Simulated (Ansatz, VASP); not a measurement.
# Pt in VASP and in Ansatz

The input POSCAR:

```
Pt
1.0
   -1.6317466000      1.6317466000      1.6317466000
    1.6317466000     -1.6317466000      1.6317466000
    1.6317466000      1.6317466000     -1.6317466000
Pt
1
Direct
    0.0000000000      0.0000000000      0.0000000000
```

The input INCAR.step1:

```
  PREC = Accurate
  ENCUT = 520
  ISMEAR = 0
  SIGMA = 0.15
  LREAL = F
  LASPH = T
  NELM = 80
  NBANDS = 11
  GGA = PE
  ALGO = Normal
  EDIFF = 1E-4
  LWAVE = T
  LCHARG = F
```

INCAR.step2

```
  PREC = Accurate
  ENCUT = 520
  EDIFF = 1E-6
  ISMEAR = 0
  SIGMA = 0.15
  LREAL = F
  LASPH = T
  NELM = 80
  ALGO = Normal
  ISIF = 2
  LWAVE = F
  LCHARG = F
  METAGGA = R2SCAN
  LMIXTAU = T
  NBANDS = 11
  ISTART = 1
```

KPOINTS

```
Automatic mesh
0
Gamma
  22 22 22
```

Input for Ansatz:

```yaml
crystal:
  lattice:
    - [-1.6317466, 1.6317466, 1.6317466]
    - [1.6317466, -1.6317466, 1.6317466]
    - [1.6317466, 1.6317466, -1.6317466]
  atoms:
    - { symbol: Pt, position: [0.0, 0.0, 0.0] }
basis:
  ecutwfc: 500
kpoints:
  mp_grid: { grid: [22, 22, 22] }
hamiltonian:
  xc: r2scan
scf:
  occupations: { method: gaussian, width: 0.15 }
output:
  forces: true
  stress: true
  eigenvalues: true
  write_density: true
  write_potential: true
  elf: true
  volumetric_format: npy
```

Change from the starting cell: strain +0.030 along x and y, +0.030 along z, atoms carried along.

Alike in both runs: task single point; functional r2SCAN; k mesh 22 × 22 × 22; occupations gaussian, width 0.15 eV; no spin polarisation.

|  | VASP | Ansatz |
| --- | --- | --- |
| version | VASP 6.6.1 | Ansatz 0.2.0 |
| potentials or method | VASP PAW PBE potentials, release 64 (Pt) | scalar-relativistic, plane waves, PAW |
| plane-wave cutoff (eV) | 520 | 500 |
| valence electrons in the cell | 10 | 18 |

|  | VASP | Ansatz | Ansatz less VASP |
| --- | --- | --- | --- |
| gap on the k mesh at the Fermi level (eV) | none | none | - |
| pressure (GPa) | -21.6 | -21.8 | -0.27 |

A gap of «none» marks a metal or a gap that the smearing closes. The two sets of potentials don't hold the same shells in valence.

Caveats: so large a pressure means that the cell lies far from this level's equilibrium, or that cutoff or potentials fall short (VASP); the potentials were made for another functional, which shifts forces and pressure (VASP). The runs have no spin-orbit coupling, so splittings on Pt are missing.
